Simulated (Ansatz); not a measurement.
Structure types of Eu were relaxed at one common pressure (all-electron LAPW in Ansatz 0.2.0 under PBE, scalar-relativistic, ferromagnetic start, zero temperature). They take these volumes:

| type | space group | V (Å³/atom) |
| --- | --- | --- |
| fcc | Fm-3m | 17.71 |
| bcc | Im-3m | 18.03 |

At about which pressure, and is the densest type also the lowest in enthalpy?

51 GPa. The densest is fcc, and it is also the lowest in enthalpy among these.
